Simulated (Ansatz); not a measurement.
# Si2Ni (Fm-3m): modes against uniaxial strain along [110]

Wanted: the shifts of the zone-centre modes of Si2Ni (Fm-3m) with strain.

Calculated with Ansatz 0.2.0; DFT PBEsol, scalar-relativistic, plane waves, PAW; PAW set soft_1.

Most raw output is cut from this account.

## 1. Starting point

The structure is cubic, space group Fm-3m (No. 225). The conventional cell has a = 5.406 Å, b = 5.406 Å, c = 5.406 Å, α = 90.00°, β = 90.00°, γ = 90.00°. Nearest to Si lie 4 Ni at 2.34 Å. Nearest to Ni lie 8 Si at 2.34 Å. Farther neighbours are not listed.

## 2. Relaxation

The cell and atoms are relaxed, since residual forces and stress would shift the frequencies.

Contents of input.yaml:

```yaml
crystal:
  lattice:
    - [0.0, 2.703, 2.703]
    - [2.703, 0.0, 2.703]
    - [2.703, 2.703, 0.0]
  atoms:
    - { symbol: Si, position: [0.25, 0.25, 0.25] }
    - { symbol: Si, position: [0.75, 0.75, 0.75] }
    - { symbol: Ni, position: [0.0, 0.0, 0.0] }
kpoints:
  mp_grid: { grid: [14, 14, 14] }
hamiltonian:
  xc: pbesol
  pseudopotentials: { kind: paw, azcp: { folder: soft_1 }, xc_functional: pbe }
scf:
  occupations: { method: gaussian, width: 0.1 }
output:
  forces: true
  stress: true
  eigenvalues: true
  write_density: true
  write_potential: true
  elf: true
  volumetric_format: npy
relax:
  adjacent_minimum: "off"
  f_tol: 0.005
  max_steps: 80
  cell: { stress_tol: 0.05 }
```

Started as:

```sh
ansatz run input.yaml --threads 4 --pin off --max-ram 10240MiB --backend cpu --events-out ev --progress --plain --runs-dir out
```

Elapsed: 4.2 s, on 4 threads of Arm Neoverse V2, shared host; peak memory 0.43 GiB.

This run has no spin polarisation, although Ni can carry a moment.

The steps of the relaxation:

| step | energy less that of the first step (eV) | largest force component (eV/Å) | pressure (GPa) | volume (Å³) |
| --- | --- | --- | --- | --- |
| 1 | 0.0000 | 0.0000 | -1.28 | 39.50 |
| 2 | -0.0011 | 0.0000 | -0.58 | 39.32 |
| 3 | -0.0014 | 0.0000 | 0.01 | 39.17 |
| 4* | -0.0013 | 0.0000 | 0.01 | 39.17 |

Relaxation steps marked * repeat the geometry before them on a plane-wave basis chosen anew for their cell, so energy and pressure can jump there.

The run keeps the 48 symmetry operations that it works with, so distortions that break them were not tested.

| conventional cell, symmetrised | before | after | change |
| --- | --- | --- | --- |
| a (Å) | 5.406 | 5.391 | -0.3 % |
| b (Å) | 5.406 | 5.391 | -0.3 % |
| c (Å) | 5.406 | 5.391 | -0.3 % |
| volume (Å³/atom) | 13.17 | 13.06 | -0.8 % |

The relaxed structure:

```xyz
3
Lattice="0.0000 2.6956 2.6956 2.6956 0.0000 2.6956 2.6956 2.6956 0.0000" Properties=species:S:1:pos:R:3 pbc="T T T"
Si    1.3478    1.3478    1.3478
Si    4.0433    4.0433    4.0433
Ni    0.0000    0.0000    0.0000
```

This step gave:

- pressure: 0.008808 GPa
- volume per atom: 13.06 Å³
- gap on the k-mesh: 0 eV

ELF in the ac plane of a cell with a along [110], b along [-110] and c along [001] of the cube at fractional y = 0.000, with atoms of Si and Ni within 0.2 Å of it. It is the smooth field of the valence electrons, not physical close to the nuclei.

Ten even steps from '_' (0.02) to '@' (0.91), each cell a mean:
```
%%==::++####**==::==%%**::--**####**----##
--::==####**####==::--::::++##****##++::::
::--**##++==++##**--::::==##**====**##==::
::==**++--==--++++--::--++**========**==--
..::--==========--::....--============::..
____::==******==::______..--++****++--..__
____..--****++--..________::++****==::____
____..==**##**--..________::++****++::____
__..::==++++++==::..____..--++++++==--..__
::--====--==--====--::::==++==----==++--::
::==****======****==::--++**++====++##++--
::::++##++==**##++::::::--**##==++####--::
++----**##**##**--::++==::==########==::==
@@++::==******==::++@@%%--::++****++::--%%
```
Columns run along a (7.6 Å), rows up along c (5.4 Å), edges of the conventional cell, whose origin can differ from the input's. Atoms in or near the plane, at fractional coordinates: Si at (0.25, 0.25), Si at (0.75, 0.25), Si at (0.25, 0.75), Si at (0.75, 0.75), Ni at (0.00, 0.00), Ni at (0.50, 0.00).

Valence density in the ac plane of a cell with a along [110], b along [-110] and c along [001] of the cube at fractional y = 0.000, with atoms of Si and Ni within 0.2 Å of it. It is the smooth field of the valence electrons, not physical close to the nuclei.

Ten steps, logarithmic in the rise over the least value, from '0' (0 e/Å³) to '9' (44 e/Å³), each cell a mean:
```
862111112687411111148
421111111243211111123
111110111111111001111
001100011000010000100
000000000000000000000
000011100000000110000
000001000000000110000
000011100000000110000
000011100000001111000
000100010000000000000
001100011000111001110
211110111122111111112
641111111465211111125
962111112798411111148
```
Columns run along a (7.6 Å), rows up along c (5.4 Å), edges of the conventional cell, whose origin can differ from the input's. Atoms in or near the plane, at fractional coordinates: Si at (0.25, 0.25), Si at (0.75, 0.25), Si at (0.25, 0.75), Si at (0.75, 0.75), Ni at (0.00, 0.00), Ni at (0.50, 0.00).

Electrostatic potential energy in the ac plane of a cell with a along [110], b along [-110] and c along [001] of the cube at fractional y = 0.000, with atoms of Si and Ni within 0.2 Å of it. With pseudopotentials it is smooth inside the atoms' cores, unlike the true potential.

Ten even steps from '0' (-22 eV) to '9' (16 eV), each cell a mean:
```
845887884486378778736
347631367433574115753
787302037878860210688
997217127999850540589
998400048999971002799
999854589999987447899
999988899999998889999
999887889999998778999
998631368999984115899
998302038999960110699
997217127999850540589
567400047656761002776
436754576343476447743
954888884598378888638
```
Columns run along a (7.6 Å; values clipped at the 3rd and 97th percentile), rows up along c (5.4 Å), edges of the conventional cell, whose origin can differ from the input's. Atoms in or near the plane, at fractional coordinates: Si at (0.25, 0.25), Si at (0.75, 0.25), Si at (0.25, 0.75), Si at (0.75, 0.75), Ni at (0.00, 0.00), Ni at (0.50, 0.00).

In this step the volume went from 13.17 to 13.06 Å³/atom.

## 3. Tight relaxation

Phonons need small forces and stress, so the relaxation is finished with tight tolerances on 16×16×16 k points.

Contents of input.yaml:

```yaml
crystal:
  lattice:
    - [0.0, 2.6955601038, 2.6955601038]
    - [2.6955601038, 0.0, 2.6955601038]
    - [2.6955601038, 2.6955601038, 0.0]
  atoms:
    - { symbol: Si, position: [0.25, 0.25, 0.25] }
    - { symbol: Si, position: [0.75, 0.75, 0.75] }
    - { symbol: Ni, position: [0.0, 0.0, 0.0] }
kpoints:
  mp_grid: { grid: [16, 16, 16] }
hamiltonian:
  xc: pbesol
  pseudopotentials: { kind: paw, azcp: { folder: soft_1 }, xc_functional: pbe }
scf:
  occupations: { method: methfessel_paxton, width: 0.2 }
output:
  forces: true
  stress: true
  eigenvalues: true
relax:
  adjacent_minimum: "off"
  f_tol: 0.001
  max_steps: 60
  cell: { stress_tol: 0.01 }
```

Elapsed: 5.1 s, on 4 threads; peak memory 0.45 GiB; 19 s of CPU time.

Little changed from the start: no atom moved by 0.005 Å and no cell edge by 0.1 %.

Numbers from this step:

```
pressure        : -3.20e-4 GPa
volume per atom : 13.05 Å³
```

The forces vanish by symmetry and the pressure is 0.000 GPa, within the tolerances set. The cell now holds 13.05 Å³/atom.

## 4. Zone-centre response at rest

The force constants come from the linear response of the density to a displacement.

The modes at rest are the reference of the series.

input.yaml, the sections that differ from step 3:

```yaml
crystal:
  lattice:
    - [0.0, 2.6947937023, 2.6947937023]
    - [2.6947937023, 0.0, 2.6947937023]
    - [2.6947937023, 2.6947937023, 0.0]
  atoms:
    - { symbol: Si, position: [0.25, 0.25, 0.25] }
    - { symbol: Si, position: [0.75, 0.75, 0.75] }
    - { symbol: Ni, position: [0.0, 0.0, 0.0] }
output:
  eigenvalues: true
phonons:
  method: dfpt
# kpoints, hamiltonian, scf: as in step 3
# relax: removed
```

Run time: 16 s. Hardware: 4 threads; peak memory 0.99 GiB; 59 s of CPU time.

Numbers from this step:

| Property | Result |
| --- | --- |
| sum-rule residual before enforcement | 6.61e-5 eV/Å² |
| point group | m-3m |
| highest optical mode at the zone centre (no LO-TO term) | 329.1 cm⁻¹ |
| lowest optical zone-centre mode | 310.8 cm⁻¹ |

Patterns of degenerate modes are one choice out of their space. Modes at Γ, with each element's share of the kinetic energy:

| mode | frequency (cm⁻¹) | symmetry | Si % | Ni % |
| --- | --- | --- | --- | --- |
| 1 | 0.0 | acoustic | 49 | 51 |
| 2 | 0.0 | acoustic | 49 | 51 |
| 3 | 0.0 | acoustic | 49 | 51 |
| 4 | 310.8 | T1u | 51 | 49 |
| 5 | 310.8 | T1u | 51 | 49 |
| 6 | 310.8 | T1u | 51 | 49 |
| 7 | 329.1 | T2g | 100 | 0 |
| 8 | 329.1 | T2g | 100 | 0 |
| 9 | 329.1 | T2g | 100 | 0 |

Displacements in mode 5 (310.8 cm⁻¹), the largest set to 1:
```
Si1 -1.00  0.65 -0.08
Si2 -1.00  0.65 -0.08
Ni3  0.96 -0.63  0.08
```

Displacements in mode 9 (329.1 cm⁻¹), the largest set to 1:
```
Si1  0.02  0.35  1.00
Si2 -0.02 -0.35 -1.00
Ni3  0.00  0.00  0.00
```

Before it was imposed, the acoustic sum rule was missed by 6.6e-5 eV/Å². Small misses are needed for a sound result but don't prove that mesh and cutoff are converged. The lowest optical mode is real, 311 cm⁻¹.

## 5. Relaxation of a member: uniaxial strain of +4 % along [110]

The cell takes a uniaxial strain of +4 % along [110]. The strained length and the angles are held, while the rest of the cell and the atoms relax.

input.yaml, the sections that differ from step 4:

```yaml
crystal:
  lattice:
    - [0.0526008467, 2.7499846036, 2.6363347707]
    - [2.7499846036, 0.0526008467, 2.6363347707]
    - [2.8025854503, 2.8025854503, 0.0]
  atoms:
    - { symbol: Si, position: [0.2467816141, 0.2467816141, 0.2532183859] }
    - { symbol: Si, position: [0.7532183859, 0.7532183859, 0.7467816141] }
    - { symbol: Ni, position: [0.0, 0.0, 0.0] }
  conventional_axes: [[0, 0, 1], [1, -1, 0], [1, 1, -1]]
output:
  forces: true
  stress: true
  eigenvalues: true
relax:
  adjacent_minimum: "off"
  f_tol: 0.001
  max_steps: 60
  cell: { stress_tol: 0.01, fix: [a, angles] }
# kpoints, hamiltonian, scf: as in step 4
# phonons: removed
```

The job ended after 27 s (4 threads; peak memory 0.69 GiB; 1.7 min of CPU time).

Relaxation path:

| step | energy less that of the first step (eV) | largest force component (eV/Å) | pressure (GPa) | volume (Å³) |
| --- | --- | --- | --- | --- |
| 1 | 0.0000 | 0.0733 | -2.70 | 39.86 |
| 2 | -0.0011 | 0.0420 | -2.20 | 39.72 |
| 3 | -0.0016 | 0.0033 | -1.65 | 39.58 |
| 4 | -0.0016 | 0.0005 | -1.66 | 39.58 |
| 5 | -0.0016 | 0.0000 | -1.66 | 39.58 |
| 6* | -0.0015 | 0.0000 | -1.66 | 39.58 |

Relaxation steps marked * repeat the geometry before them on a plane-wave basis chosen anew for their cell, so energy and pressure can jump there.

The run keeps the 8 symmetry operations that it works with, so distortions that break them were not tested.

| conventional cell, symmetrised | before | after | change |
| --- | --- | --- | --- |
| a (Å) | 3.815 | 3.811 | -0.1 % |
| b (Å) | 3.963 | 3.963 | -0.0 % |
| c (Å) | 5.273 | 5.241 | -0.6 % |
| volume (Å³/atom) | 13.29 | 13.19 | -0.7 % |

Final coordinates:

```
Si Ni
1.0
     0.05403    2.74856    2.62056
     2.74856    0.05403    2.62056
     2.80259    2.80259    0.00000
Si Ni
2 1
Direct
  0.24562 0.24562 0.25438
  0.75438 0.75438 0.74562
  0.00000 0.00000 0.00000
```

This step gave:

```
pressure        : -1.660 GPa
volume per atom : 13.19 Å³
```

The largest force component left is 0.0042 meV/Å.

## 6. Zone-centre modes of the member: uniaxial strain of +4 % along [110]

The zone-centre modes follow for uniaxial strain of +4 % along [110].

input.yaml, the sections that differ from step 5:

```yaml
crystal:
  lattice:
    - [0.0540277607, 2.7485576896, 2.6205598814]
    - [2.7485576896, 0.0540277607, 2.6205598814]
    - [2.8025854503, 2.8025854503, 0.0]
  atoms:
    - { symbol: Si, position: [0.2456192073, 0.2456192073, 0.2543807927] }
    - { symbol: Si, position: [0.7543807927, 0.7543807927, 0.7456192073] }
    - { symbol: Ni, position: [0.0, 0.0, 0.0] }
output:
  eigenvalues: true
phonons:
  method: dfpt
# kpoints, hamiltonian, scf: as in step 5
# relax: removed
```

Wall time 87 s (4 threads); peak memory 2.3 GiB.

Numbers from this step:

| Property | Result |
| --- | --- |
| sum-rule residual before enforcement | 6.12e-5 eV/Å² |
| point group | mmm |
| highest optical mode at the zone centre (no LO-TO term) | 362.9 cm⁻¹ |
| lowest optical zone-centre mode | 282.2 cm⁻¹ |

Patterns of degenerate modes are one choice out of their space. Modes at Γ, with each element's share of the kinetic energy:

| mode | frequency (cm⁻¹) | symmetry | Si % | Ni % |
| --- | --- | --- | --- | --- |
| 1 | 0.0 | acoustic | 49 | 51 |
| 2 | 0.0 | acoustic | 49 | 51 |
| 3 | 0.0 | acoustic | 49 | 51 |
| 4 | 282.2 | B3g | 100 | 0 |
| 5 | 283.4 | B2u | 51 | 49 |
| 6 | 299.4 | B1u | 51 | 49 |
| 7 | 322.2 | B2g | 100 | 0 |
| 8 | 323.9 | B3u | 51 | 49 |
| 9 | 362.9 | Ag | 100 | 0 |

Displacements in mode 4 (282.2 cm⁻¹), the largest set to 1:
```
Si1  1.00  1.00  0.00
Si2 -1.00 -1.00  0.00
Ni3  0.00  0.00  0.00
```

Displacements in mode 6 (299.4 cm⁻¹), the largest set to 1:
```
Si1  0.00  0.00 -1.00
Si2  0.00  0.00 -1.00
Ni3  0.00  0.00  0.96
```

The lowest optical mode is real, 282 cm⁻¹, and the highest lies at 362.9 cm⁻¹.

For the highest optical mode at the zone centre (no LO-TO term), step 4 gave 329 cm⁻¹; this run, with strain 4 %, gives 363 cm⁻¹ (+10 %).

## 7. Relaxation of a member: uniaxial strain of -4 % along [110]

The cell takes a uniaxial strain of -4 % along [110]. The strained length and the angles are held, while the rest of the cell and the atoms relax.

input.yaml, the sections that differ from step 6:

```yaml
crystal:
  lattice:
    - [-0.0496530342, 2.6366549884, 2.7588609253]
    - [2.6366549884, -0.0496530342, 2.7588609253]
    - [2.5870019542, 2.5870019542, 0.0]
  atoms:
    - { symbol: Si, position: [0.2535018337, 0.2535018337, 0.2464981663] }
    - { symbol: Si, position: [0.7464981663, 0.7464981663, 0.7535018337] }
    - { symbol: Ni, position: [0.0, 0.0, 0.0] }
  conventional_axes: [[0, 0, 1], [1, -1, 0], [1, 1, -1]]
output:
  forces: true
  stress: true
  eigenvalues: true
relax:
  adjacent_minimum: "off"
  f_tol: 0.001
  max_steps: 60
  cell: { stress_tol: 0.01, fix: [a, angles] }
# kpoints, hamiltonian, scf: as in step 6
# phonons: removed
```

Wall time 27 s (4 threads); peak memory 0.69 GiB.

(Part 1 of 2 ends here.)

[Logs are printed without paths, hosts, clocks, repeated set-up lines and the standing remarks that a program may print on its own settings, such as how far it seeks lower states.]

[Hosts, paths, dates, database ids (printed as entryN), source tags and the programs' standing remarks are cut or masked in the printed files.]
